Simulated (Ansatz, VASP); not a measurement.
# Two plane-wave programs on BN

Contents of INCAR:

```
PREC = Accurate
ENCUT = 520
EDIFF = 1E-7
ISMEAR = 0
SIGMA = 0.05
LREAL = False
LASPH = True
NELM = 60
ALGO = Normal
ISIF = 2
LWAVE = False
LCHARG = True
GGA = PE
LELF = True
LVHAR = True
NBANDS = 16
```

File KPOINTS:

```
Automatic mesh
0
Gamma
  6 6 6
```

The input POSCAR:

```
BN
1.0
    0.0000000000     -1.8123937734     -1.8123937734
   -1.8123937734      0.0000000000     -1.8123937734
    1.8123937734      1.8123937734     -3.6247875468
B N
2 2
Direct
   -0.0445511563      0.0470070867      0.0000000000
    0.5445511563      0.4529929133      0.5000000000
    0.3294078916      0.4231054224      0.8750000000
    0.9205921084      0.8268945776      0.3750000000
```

Input for Ansatz:

```yaml
crystal:
  lattice:
    - [0.0, -1.8123937734, -1.8123937734]
    - [-1.8123937734, 0.0, -1.8123937734]
    - [1.8123937734, 1.8123937734, -3.6247875468]
  atoms:
    - { symbol: B, position: [-0.0445511563, 0.0470070867, 0.0] }
    - { symbol: B, position: [0.5445511563, 0.4529929133, 0.5] }
    - { symbol: "N", position: [0.3294078916, 0.4231054224, 0.875] }
    - { symbol: "N", position: [0.9205921084, 0.8268945776, 0.375] }
basis:
  ecutwfc: 520.0
kpoints:
  mp_grid: { grid: [6, 6, 6] }
hamiltonian:
  xc: pbe
scf:
  occupations: { method: gaussian, width: 0.05 }
output:
  forces: true
  stress: true
  eigenvalues: true
```

Change from the starting cell: mode 4 frozen in at -0.085 Å and mode 5 at +0.085 Å (largest displacements).

Alike in both runs: task single point; functional PBE; k mesh 6 × 6 × 6; occupations gaussian, width 0.05 eV; no spin polarisation.

|  | VASP | Ansatz |
| --- | --- | --- |
| version | VASP 6.6.1 | Ansatz 0.2.0 |
| potentials or method | VASP PAW PBE potentials, release 64 (B, N) | scalar-relativistic, plane waves, PAW |
| plane-wave cutoff (eV) | 520 | 520 |
| valence electrons in the cell | 16 | 16 |

|  | VASP | Ansatz | Ansatz less VASP |
| --- | --- | --- | --- |
| gap on the k mesh at the Fermi level (eV) | 4.20 | 4.21 | +0.010 |
| least direct gap on the mesh (eV) | 6.17 | 6.18 | +0.012 |
| pressure (GPa) | -0.2 | -0.4 | -0.19 |
| largest component of the traceless stress (GPa) | 3.28 | 3.28 | +0.001 |
| rms of the force components (eV/Å) | 0.736 | 0.737 | +0.0004 |

Atom by atom the forces differ by 0.001 eV/Å (rms over components).

Caveats: the k mesh is coarse (spacing up to 0.48 Å⁻¹), so the values aren't converged; forces of over 1 eV/Å show positions far from the minimum, so gaps and moduli don't describe the material at rest. A k mesh can miss the band edges.
